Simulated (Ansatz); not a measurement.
# TiO2 (distorted structure): how the settings move a single-point run

How sensitive is a single-point run of TiO2 (distorted structure) to its settings? A reference run comes first, then four runs with altered input.

Method: reference: DFT PBE+U, plane waves, PAW, scalar-relativistic, collinear spin, in Ansatz 0.2.0.

## 1. The system as given

The structure is triclinic, space group P1 (No. 1). The conventional cell has a = 3.708 Å, b = 3.716 Å, c = 5.278 Å, α = 108.48°, β = 108.77°, γ = 94.43°. Around Ti (site symmetry 1) lie 6 O at 1.64 to 2.03 Å. Ti (site symmetry 1) has 6 O at 1.45 to 2.06 Å as nearest neighbours. O (site symmetry 1) has 3 Ti at 1.87 to 2.06 Å as nearest neighbours. O (site symmetry 1) has 3 Ti at 1.45 to 2.02 Å as nearest neighbours. Around O (site symmetry 1) lie 3 Ti at 1.91 to 2.03 Å. O (site symmetry 1) has 3 Ti at 1.64 to 1.99 Å as nearest neighbours.

Structure file:

```xyz
6
Lattice="-1.9496 1.9179 4.6639 1.9071 -1.9313 4.6523 1.8061 1.7877 -4.6693" Properties=species:S:1:pos:R:3 pbc="T T T"
Ti    1.8830   -1.8754    4.5158
Ti   -0.0558    1.9059    2.5425
O    -0.0387    0.0841    1.7358
O    -0.0310    1.8738    3.9963
O    -0.1694    1.9337    0.6313
O     1.7000    1.8386    2.8757
```

## 2. Reference

Input file input.yaml:

```yaml
crystal:
  lattice:
    - [-1.94962935, 1.91786847, 4.6639315]
    - [1.90706899, -1.93125562, 4.65233584]
    - [1.80607822, 1.78770449, -4.66925258]
  atoms:
    - { symbol: Ti, position: [0.00011142, 0.97925468, 0.00868953] }
    - { symbol: Ti, position: [0.78885324, 0.28124953, 0.5236649] }
    - { symbol: O, position: [0.2093963, 0.17893441, 0.01569675] }
    - { symbol: O, position: [0.93711823, 0.44548742, 0.5240521] }
    - { symbol: O, position: [0.5891363, 0.0433202, 0.49643056] }
    - { symbol: O, position: [0.82578733, 0.79118812, 0.99727888] }
kpoints:
  mp_grid: { grid: [5, 5, 7], shift: [0.0, 0.0, 0.0] }
magnetization:
  spin_polarized: true
scf:
  occupations: { method: fermi_dirac }
hamiltonian:
  pseudopotentials: { kind: paw }
  xc: pbe
  hubbard:
    projectors: all-electron-ortho-atomic
    sites: [{ species: Ti, l: d, u_eff: 5.9 }]
basis:
  ecutwfc: 420
output:
  forces: true
  stress: true
  eigenvalues: true
  write_density: true
  write_potential: true
  elf: true
  volumetric_format: npy
```

Started as:

```console
ansatz run input.yaml --threads 1 --pin off --max-ram 2560MiB --backend cpu --events-out ev --progress --plain --runs-dir out
```

## 3. Changed: dispersion d3bjatm

Changes to input.yaml since step 2:

```diff
@@ -24,2 +24,3 @@
     sites: [{ species: Ti, l: d, u_eff: 5.9 }]
+  dispersion: d3bjatm
 basis:
@@ -30,5 +31 @@
   eigenvalues: true
-  write_density: true
-  write_potential: true
-  elf: true
-  volumetric_format: npy
```

## 4. Changed: ecutrho_ratio 4

Changes to input.yaml since step 2:

```diff
@@ -26,2 +26,3 @@
   ecutwfc: 420
+  ecutrho_ratio: 4
 output:
@@ -30,5 +31 @@
   eigenvalues: true
-  write_density: true
-  write_potential: true
-  elf: true
-  volumetric_format: npy
```

## 5. Variant: occupations.method methfessel_paxton, occupations.width 0.005, ecutrho_ratio 6, accuracy low

Changes to input.yaml since step 2:

```diff
@@ -17,3 +17,3 @@
 scf:
-  occupations: { method: fermi_dirac }
+  occupations: { method: methfessel_paxton, width: 0.005 }
 hamiltonian:
@@ -26,2 +26,3 @@
   ecutwfc: 420
+  ecutrho_ratio: 6
 output:
@@ -30,5 +31,2 @@
   eigenvalues: true
-  write_density: true
-  write_potential: true
-  elf: true
-  volumetric_format: npy
+accuracy: low
```

## 6. Changing settings: preconditioner none

Changes to input.yaml since step 2:

```diff
@@ -18,2 +18,3 @@
   occupations: { method: fermi_dirac }
+  mixing: { preconditioner: none }
 hamiltonian:
@@ -30,5 +31 @@
   eigenvalues: true
-  write_density: true
-  write_potential: true
-  elf: true
-  volumetric_format: npy
```

Before running it: what results should come out? Wanted: for each run, ending; energy change; pressure; gap; force.

**Answer**, as computed:

| run | ending | energy change | pressure (GPa) | gap (eV) | force (eV/Å) | cycles | time |
| --- | --- | --- | --- | --- | --- | --- | --- |
| reference | converged | 0 | 74.2 | 2.43 | 23.33 | 15 | 37 s |
| 1: dispersion d3bjatm | converged | -223.9 meV/atom (offset of the dispersion model) | 70.8 | 2.43 | 23.33 | 15 | 31 s |
| 2: ecutrho_ratio 4 | converged | 0.0 meV/atom | 74.2 | 2.43 | 23.33 | 15 | 33 s |
| 3: occupations.method methfessel_paxton, occupations.width 0.005, ecutrho_ratio 6, accuracy low | converged | 0.0 meV/atom (σ→0) | 74.2 | 2.43 | 23.33 | 17 | 41 s |
| 4: preconditioner none | converged | 0.0 meV/atom | 74.2 | 2.43 | 23.33 | 15 | 37 s |

Times don't compare one to one where runs were asked for different outputs or read a saved state (see the inputs); cycles may leave out searches for a lower state.

Residual by cycle in the longest SCF loop of each run; runs are numbered as in the table. The quantity is the density residual dr2, in eV.

| cycle | reference | run 1 | run 2 | run 3 | run 4 |
| --- | --- | --- | --- | --- | --- |
| 1 | 10.9 | 10.9 | 10.9 | 10.9 | 10.9 |
| 2 | 1.8 | 1.8 | 1.8 | 1.8 | 1.8 |
| 4 | 0.661 | 0.661 | 0.661 | 0.66 | 0.661 |
| 5 | 0.229 | 0.229 | 0.229 | 0.229 | 0.229 |
| 7 | 0.0524 | 0.0524 | 0.0524 | 0.0525 | 0.0524 |
| 8 | 0.00125 | 0.00125 | 0.00125 | 0.00125 | 0.00125 |
| 10 | 7.8e-5 | 7.9e-5 | 7.9e-5 | 8.0e-5 | 7.9e-5 |
| 11 | 2.5e-5 | 2.5e-5 | 2.5e-5 | 2.5e-5 | 2.5e-5 |
| 13 | 1.1e-7 | 1.2e-7 | 1.2e-7 | 1.2e-7 | 1.2e-7 |
| 14 | 9.9e-8 | 1.0e-7 | 1.0e-7 | 8.0e-8 | 1.0e-7 |
| 16 | - | - | - | 1.5e-7 | - |
| 17 | - | - | - | 3.1e-9 | - |

Of the converged runs whose energies compare with the reference's, none moves it noticeably. The structure is not at rest: the sound run finds 74 GPa, so these are no properties of the relaxed crystal. 

The reference has limits of its own: the structure is made up and not relaxed.
